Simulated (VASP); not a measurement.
# As (Pm-3m) in VASP: further runs

Runs on As. Level: PBEsol. Tasks: single point.

Program: VASP 6.6.1. These are calculated values, not measurements. Logs are shortened: lines on timing, memory, paths and dates and some standing lists are left out, and cuts for length are marked.

### Step 1. The crystal as given

The structure is cubic, space group Pm-3m (No. 221). Conventional cell: a = 2.704 Å, b = 2.704 Å, c = 2.704 Å, α = 90.00°, β = 90.00°, γ = 90.00°. Around As (site symmetry m-3m) lie 6 As at 2.70 Å.

This isn't the form of As at room conditions, which is rhombohedral.

### Step 2. Single point, PBEsol

INCAR

```
PREC = Accurate ; ENCUT = 500
EDIFF = 1E-6 ; ISMEAR = 0
SIGMA = 0.05 ; LREAL = False
LASPH = True ; NELM = 100
ALGO = Normal ; ISIF = 2
LWAVE = False ; LCHARG = False
GGA = PS ; ADDGRID = False
```

KPOINTS

```
regular mesh
0
Gamma
  7 7 7
```

POSCAR

```
As
1.0
    2.7036817444      0.0000000000      0.0000000000
    0.0000000000      2.7036817444      0.0000000000
    0.0000000000      0.0000000000      2.7036817444
As
1
Direct
    0.5000000000      0.5000000000      0.5000000000
```

Potentials or basis: VASP PAW PBE potentials, release 64 (As).

Launch:

```sh
$ cat potpaw_PBE.64/As/POTCAR > POTCAR
$ mpirun -np 1 vasp_std > vasp.out
```

OUTCAR:

```text
PREC = Accurate
   ENCUT = 500
   EDIFF = 1E-6
   ISMEAR = 0
   LREAL = False
   LASPH = True
   NELM = 100
   ISIF = 2
   GGA = PS

 Found     20 irreducible k-points:

 Following reciprocal coordinates:
            Coordinates               Weight
  0.000000  0.000000  0.000000      1.000000
  0.142857  0.000000  0.000000      6.000000
  0.285714  0.000000  0.000000      6.000000
  0.428571  0.000000  0.000000      6.000000
  0.142857  0.142857  0.000000     12.000000
  0.285714  0.142857  0.000000     24.000000
   k-points           NKPTS =     20   k-points in BZ     NKDIM =     20   number of bands    NBANDS=      6
   number of dos      NEDOS =    301   number of ions     NIONS =      1
   total plane-waves  NPLWV =   8000
   dimension x,y,z NGX =    20 NGY =   20 NGZ =   20
   dimension x,y,z NGXF=    40 NGYF=   40 NGZF=   40
   ions per type =               1
   NGX,Y,Z   is equivalent  to a cutoff of  12.30, 12.30, 12.30 a.u.
   NGXF,Y,Z  is equivalent  to a cutoff of  24.60, 24.60, 24.60 a.u.
 SYSTEM =  unknown system
   PREC   = accura    normal or accurate (medium, high low for compatibility)
   ISTART =      0    job   : 0-new  1-cont  2-samecut
   ICHARG =      2    charge: 1-file 2-atom 10-const
   ISPIN  =      1    spin polarized calculation?
   LNONCOLLINEAR =      F non collinear calculations
   LSORBIT =      F    spin-orbit coupling
   LASPH  =      T    aspherical Exc in radial PAW
   ENCUT  =  500.0 eV  36.75 Ry    6.06 a.u.   4.93  4.93  4.93*2*pi/ulx,y,z
   NELM   =    100;   NELMIN=  2; NELMDL= -5     # of ELM steps
   EDIFF  = 0.1E-05   stopping-criterion for ELM
   LREAL  =      F    real-space projection
   EDIFFG = 0.1E-04   stopping-criterion for IOM
   NSW    =      0    number of steps for IOM
   IBRION =     -1    ionic relax: 0-MD 1-quasi-New 2-CG
   NFREE  =      0    steps in history (QN), initial steepest desc. (CG)
   ISIF   =      2    stress and relaxation
   ISYM   =      2    0-nonsym 1-usesym 2-fastsym
   POTIM  = 0.5000    time-step for ionic-motion
   TEBEG  =    0.0;   TEEND  =   0.0 temperature during run
   PSTRESS=    0.0 pullay stress
   NELECT =       5.0000    total number of electrons
   NUPDOWN=      -1.0000    fix difference up-down
   EMIN   =  10.00;   EMAX   =-10.00  energy-range for DOS
   EFERMI =   0.00;   METHOD = LEGACY
   ISMEAR =     0;   SIGMA  =   0.05  broadening in eV -4-tet -1-fermi 0-gaus
   EFERMI_NEDOS =   21; number of points for ismear=-14 and -15
   IALGO  =     38    algorithm
   IMIX   =      4    mixing-type and parameters
     AMIX     =   0.40;   BMIX     =  1.00
     AMIX_MAG =   1.60;   BMIX_MAG =  1.00
  volume/ion in A,a.u.               =      19.76       133.37
  Fermi-wavevector in a.u.,A,eV,Ry     =   1.035403  1.956627 14.586243  1.072059
  Thomas-Fermi vector in A             =   2.169744
   LORBIT       =      0    0 simple, 1 ext, 2 COOP (PROOUT), +10 PAW based schemes
   GGA     = PS    functional components
   LHFCALC =     F    Hartree Fock is set to
   AEXX    =    0.0000 exact exchange contribution
   IVDW    =     0    specifies the selected vdW correction
   LEPSILON=     F    determine dielectric tensor
   LRPA    =     F    only Hartree local field effects (RPA)
 non-spin polarized calculation
 Gauss-broadening in eV      SIGMA  =   0.05
  energy-cutoff  :      500.00
  volume of cell :       19.76
 maximum number of plane-waves:       512
 NGX is ok and might be reduce to    20
   NGX =  9   NGY =  9   NGZ =  9

 number of electron       5.0000001 magnetization

 Free energy of the ion-electron system (eV)
  ---------------------------------------------------
  ext. energy  EPLUGINS =         0.00000000
  ---------------------------------------------------
  free energy    TOTEN  =        -5.06755905 eV

  energy without entropy =       -5.06592035  energy(sigma->0) =       -5.06673970

 E-fermi :   5.7157     XC(G=0): -10.5558

 val. band max:        5.2617947087   @ k =   0.4286   0.2857   0.1429
 cond. band min:       5.7372405419   @ k =   0.4286   0.2857   0.2857
 fundamental gap:      0.4754458332
 Fermi energy:         5.7156618641

 k-point     1 :       0.0000    0.0000    0.0000
  band No.  band energies     occupation
      1      -9.1808      2.00000
      2       9.9586      0.00000
      3       9.9586      0.00000
      4       9.9586      0.00000
      5      14.3133      0.00000
      6      14.3133      0.00000

 k-point     2 :       0.1429    0.0000    0.0000
  band No.  band energies     occupation
      1      -8.8062      2.00000
      2       6.5832      0.00000
      3      10.2858      0.00000
      4      10.2858      0.00000
      5      14.6490      0.00000
      6      15.8391      0.00000

 k-point     3 :       0.2857    0.0000    0.0000
  band No.  band energies     occupation
      1      -7.7346      2.00000
      2       2.3922      2.00000
      3      11.1584      0.00000
      4      11.1584      0.00000
      5      15.5963      0.00000
      6      17.0672      0.00000

 k-point     4 :       0.4286    0.0000    0.0000
  band No.  band energies     occupation
      1      -6.3396      2.00000
      2      -0.6375      2.00000
      3      12.0948      0.00000
      4      12.0948      0.00000
      5      16.7738      0.00000
      6      18.9189      0.00000

 k-point     5 :       0.1429    0.1429    0.0000
  band No.  band energies     occupation
      1      -8.4317      2.00000
      2       6.7217      0.00000
      3       7.1563      0.00000
      4      10.6120      0.00000
      5      15.5667      0.00000
      6      18.9468      0.00000

 k-point     6 :       0.2857    0.1429    0.0000
  band No.  band energies     occupation
      1      -7.3599      2.00000
      2       2.7424      2.00000
      3       7.9129      0.00000
      4      11.4811      0.00000
      5      16.5491      0.00000
      6      18.3867      0.00000

 [... further k-points ...]
[... 5 lines left out ...]
  --------------------------------------------------------------------------------------
  -------------------------------------------------------------------------------------
  Total       -0.1153439     -0.1153439     -0.1153439     -0.0000000     -0.0000000      0.0000000
  in kB       -9.3505790     -9.3505790     -9.3505790     -0.0000000     -0.0000000      0.0000000
  external PRESSURE =      -9.3505790 kB  Pullay stress =       0.0000000 kB

 VOLUME and BASIS-vectors are now :
 -----------------------------------------------------------------------------
  energy-cutoff  :      500.00
  volume of cell :       19.76
      direct lattice vectors                 reciprocal lattice vectors
     2.703681744  0.000000000  0.000000000     0.369866018  0.000000000  0.000000000
     0.000000000  2.703681744  0.000000000     0.000000000  0.369866018  0.000000000
     0.000000000  0.000000000  2.703681744     0.000000000  0.000000000  0.369866018

 POSITION                                       TOTAL-FORCE (eV/Angst)
 -----------------------------------------------------------------------------------
      1.35184      1.35184      1.35184         0.000000      0.000000      0.000000
 -----------------------------------------------------------------------------------
    total drift:                                0.000000      0.000000      0.000000

  FREE ENERGIE OF THE ION-ELECTRON SYSTEM (eV)
  ---------------------------------------------------
  free  energy   TOTEN  =        -5.0675590510 eV

  energy  without entropy=       -5.0659203517  energy(sigma->0) =       -5.06673970
```

OSZICAR:

```text
N       E                     dE             d eps       ncg     rms          rms(c)
DAV:   1     0.723242893572E+01    0.72324E+01   -0.18198E+03   240   0.567E+02
DAV:   2    -0.484833725654E+01   -0.12081E+02   -0.11906E+02   330   0.757E+01
DAV:   3    -0.506939120202E+01   -0.22105E+00   -0.22105E+00   294   0.122E+01
DAV:   4    -0.507055249992E+01   -0.11613E-02   -0.11613E-02   336   0.546E-01
DAV:   5    -0.507055259952E+01   -0.99601E-07   -0.98990E-07   288   0.800E-03    0.215E+00
DAV:   6    -0.506866947749E+01    0.18831E-02   -0.26128E-04   324   0.177E-01    0.127E+00
DAV:   7    -0.506754335591E+01    0.11261E-02   -0.75491E-04   276   0.289E-01    0.651E-02
DAV:   8    -0.506755852165E+01   -0.15166E-04   -0.22017E-05   312   0.457E-02    0.409E-03
DAV:   9    -0.506755905097E+01   -0.52932E-06   -0.40305E-07   276   0.624E-03
   1 F= -.50675591E+01 E0= -.50667397E+01  d E =-.163870E-02
```

It used 3.3 s of CPU time on 1 thread of AMD EPYC 7R13 Processor (Zen 3) (shared host), which was overloaded at the time.

These settings aren't checked as converged: the numbers below hold their error.

What came out:

```yaml
Free_energy: -5.0676 eV
Pressure: -0.9 GPa
Band_gap_on_the_k_mesh: none (metal or under the smearing width)
```

Caveat: the PAW data sets were made with another functional, which shifts forces and pressure a little.

### Step 3. Single point, PBEsol

INCAR: that of step 2 with these lines changed.

```diff
@@ -1,2 +1,2 @@
-PREC = Accurate ; ENCUT = 500
+PREC = Low ; ENCUT = 500
 EDIFF = 1E-6 ; ISMEAR = 0
```

KPOINTS is that of step 2.

POSCAR is that of step 2.

Potentials or basis: VASP PAW PBE potentials, release 64 (As).

Launch:

```sh
$ cat potpaw_PBE.64/As/POTCAR > POTCAR
$ mpirun -np 1 vasp_std > vasp.out
```

It used 1.8 s of CPU time on 1 thread of AMD EPYC 7R13 Processor (Zen 3), with other jobs on the host, which was overloaded at the time.

The run converged, but some of its settings lie outside the range that counts as converged, so its numbers aren't taken as properties of the crystal.

Results:

- Free energy: -5.0675 eV
- Pressure: -0.9 GPa
- Band gap on the k mesh: none (metal or under the smearing width)

Caveat: the PAW data sets were made with another functional, which shifts forces and pressure a little.

### Step 4. Single point, PBEsol

INCAR: that of step 3 with these lines changed.

```diff
@@ -1,2 +1,2 @@
-PREC = Low ; ENCUT = 500
+PREC = Normal ; ENCUT = 500
 EDIFF = 1E-6 ; ISMEAR = 0
```

KPOINTS is that of step 3.

POSCAR is that of step 3.

Potentials or basis: VASP PAW PBE potentials, release 64 (As).

Launch:

```sh
$ cat potpaw_PBE.64/As/POTCAR > POTCAR
$ mpirun -np 1 vasp_std > vasp.out
```

OUTCAR:

```text
PREC = Normal
   ENCUT = 500
   EDIFF = 1E-6
   ISMEAR = 0
   LREAL = False
   LASPH = True
   NELM = 100
   ISIF = 2
   GGA = PS

 Found     20 irreducible k-points:

 Following reciprocal coordinates:
            Coordinates               Weight
  0.000000  0.000000  0.000000      1.000000
  0.142857  0.000000  0.000000      6.000000
  0.285714  0.000000  0.000000      6.000000
  0.428571  0.000000  0.000000      6.000000
  0.142857  0.142857  0.000000     12.000000
  0.285714  0.142857  0.000000     24.000000
   k-points           NKPTS =     20   k-points in BZ     NKDIM =     20   number of bands    NBANDS=      6
   number of dos      NEDOS =    301   number of ions     NIONS =      1
   total plane-waves  NPLWV =   4096
   dimension x,y,z NGX =    16 NGY =   16 NGZ =   16
   dimension x,y,z NGXF=    32 NGYF=   32 NGZF=   32
   ions per type =               1
   NGX,Y,Z   is equivalent  to a cutoff of   9.84,  9.84,  9.84 a.u.
   NGXF,Y,Z  is equivalent  to a cutoff of  19.68, 19.68, 19.68 a.u.
 SYSTEM =  unknown system
   PREC   = normal    normal or accurate (medium, high low for compatibility)
   ISTART =      0    job   : 0-new  1-cont  2-samecut
   ICHARG =      2    charge: 1-file 2-atom 10-const
   ISPIN  =      1    spin polarized calculation?
   LNONCOLLINEAR =      F non collinear calculations
   LSORBIT =      F    spin-orbit coupling
   LASPH  =      T    aspherical Exc in radial PAW
[... 47 lines left out ...]
  free energy    TOTEN  =        -5.06756035 eV

  energy without entropy =       -5.06592165  energy(sigma->0) =       -5.06674100

 E-fermi :   5.7157     XC(G=0): -10.5558

 val. band max:        5.2617943039   @ k =   0.4286   0.2857   0.1429
 cond. band min:       5.7372401912   @ k =   0.4286   0.2857   0.2857
 fundamental gap:      0.4754458873
 Fermi energy:         5.7156615133

 k-point     1 :       0.0000    0.0000    0.0000
  band No.  band energies     occupation
      1      -9.1808      2.00000
      2       9.9586      0.00000
      3       9.9586      0.00000
      4       9.9586      0.00000
      5      14.3133      0.00000
      6      14.3133      0.00000
[... 37 lines left out ...]
 k-point     6 :       0.2857    0.1429    0.0000
  band No.  band energies     occupation
      1      -7.3599      2.00000
      2       2.7424      2.00000
      3       7.9129      0.00000
      4      11.4811      0.00000
      5      16.5491      0.00000
      6      18.3867      0.00000

 [... further k-points ...]
[... 5 lines left out ...]
  --------------------------------------------------------------------------------------
  -------------------------------------------------------------------------------------
  Total       -0.1154553     -0.1154553     -0.1154553     -0.0000000     -0.0000000      0.0000000
  in kB       -9.3596081     -9.3596081     -9.3596081     -0.0000000     -0.0000000      0.0000000
  external PRESSURE =      -9.3596081 kB  Pullay stress =       0.0000000 kB

 VOLUME and BASIS-vectors are now :
 -----------------------------------------------------------------------------
  energy-cutoff  :      500.00
  volume of cell :       19.76
      direct lattice vectors                 reciprocal lattice vectors
     2.703681744  0.000000000  0.000000000     0.369866018  0.000000000  0.000000000
     0.000000000  2.703681744  0.000000000     0.000000000  0.369866018  0.000000000
     0.000000000  0.000000000  2.703681744     0.000000000  0.000000000  0.369866018

 POSITION                                       TOTAL-FORCE (eV/Angst)
 -----------------------------------------------------------------------------------
      1.35184      1.35184      1.35184         0.000000      0.000000      0.000000
 -----------------------------------------------------------------------------------
    total drift:                                0.000000     -0.000000      0.000000

  FREE ENERGIE OF THE ION-ELECTRON SYSTEM (eV)
  ---------------------------------------------------
  free  energy   TOTEN  =        -5.0675603499 eV

  energy  without entropy=       -5.0659216507  energy(sigma->0) =       -5.06674100
```

It used 2.4 s of CPU time on 1 thread of AMD EPYC 7R13 Processor (Zen 3), on a shared host, which was overloaded at the time.

The run converged, but some of its settings lie outside the range that counts as converged, so its numbers aren't taken as properties of the crystal.

What came out:

| Quantity | Value |
| --- | --- |
| Free energy | -5.0676 eV |
| Pressure | -0.9 GPa |
| Band gap on the k mesh | none (metal or under the smearing width) |

Caveat: the PAW data sets were made with another functional, which shifts forces and pressure a little.

### Step 5. The reference run

An earlier run on the cell as given: functional PBE; potentials or basis VASP PAW PBE potentials, release 64 (As); cutoff 520 eV; k mesh 10 × 10 × 10; occupations fermi-dirac, width 0.05 eV; no spin polarisation.

- Pressure: 2.4 GPa
- Band gap on the k mesh: none (metal or under the smearing width)
